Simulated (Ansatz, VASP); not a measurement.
**GaN in VASP and in Ansatz**

Contents of INCAR:

```
SYSTEM = GaN
PREC     = Accurate       ! precision mode
ENCUT    = 520            ! plane-wave cutoff, eV
EDIFF    = 1E-6           ! SCF threshold, eV
ISMEAR   = 0              ! smearing method
SIGMA    = 0.03           ! smearing width, eV
LREAL    = .FALSE.        ! projectors in reciprocal space
LASPH    = .TRUE.         ! aspherical terms in the spheres
NELM     = 60             ! most SCF steps
ALGO     = Normal         ! electronic algorithm
ISIF     = 2              ! what is computed and relaxed
LWAVE    = .FALSE.        ! write WAVECAR
LCHARG   = .FALSE.        ! write CHGCAR
GGA      = PS             ! functional
NBANDS   = 16             ! bands
```

File KPOINTS:

```
Automatic mesh
0
G
  14 14 14
  0 0 0
```

POSCAR

```
GaN
1.0
    0.0000000000      2.1352350000      2.1352350000
    2.1352350000      0.0000000000      2.1352350000
    2.1352350000      2.1352350000      0.0000000000
Ga N
1 1
Direct
    0.0702498788     -0.0702498788     -0.0702498788
    0.5000000000      0.5000000000      0.5000000000
```

Input for Ansatz:

```yaml
crystal:
  lattice:
    - [0.0, 2.135235, 2.135235]
    - [2.135235, 0.0, 2.135235]
    - [2.135235, 2.135235, 0.0]
  atoms:
    - { symbol: Ga, position: [0.0702498788, -0.0702498788, -0.0702498788] }
    - { symbol: "N", position: [0.5, 0.5, 0.5] }
basis:
  ecutwfc: 420
kpoints:
  mp_grid: { grid: [14, 14, 14] }
hamiltonian:
  xc: pbesol
scf:
  occupations: { method: gaussian, width: 0.03 }
output:
  forces: true
  stress: true
  eigenvalues: true
```

Alike in both runs: task single point; functional PBEsol; k mesh 14 × 14 × 14; occupations gaussian, width 0.03 eV; no spin polarisation.

|  | VASP | Ansatz |
| --- | --- | --- |
| version | VASP 6.6.1 | Ansatz 0.2.0 |
| potentials or method | VASP PAW PBE potentials, release 64 (Ga_d, N) | scalar-relativistic, plane waves, PAW |
| plane-wave cutoff (eV) | 520 | 420 |
| valence electrons in the cell | 18 | 18 |

Ansatz gave:

- gap on the k mesh at the Fermi level (eV): 0.39
- least direct gap on the mesh (eV): 2.17
- pressure (GPa): 3.1
- largest component of the traceless stress (GPa): 26.48
- rms of the force components (eV/Å): 1.089

Question: Estimate VASP's values.

Answer: gap on the k mesh at the Fermi level (eV): 0.37; least direct gap on the mesh (eV): 2.18; pressure (GPa): 3.3; largest component of the traceless stress (GPa): 26.09; rms of the force components (eV/Å): 1.066.

Atom by atom the forces differ by 0.023 eV/Å (rms over components).

Caveats: the PAW data sets were made with another functional, which shifts forces and pressure a little (VASP). A k mesh can miss the band edges.
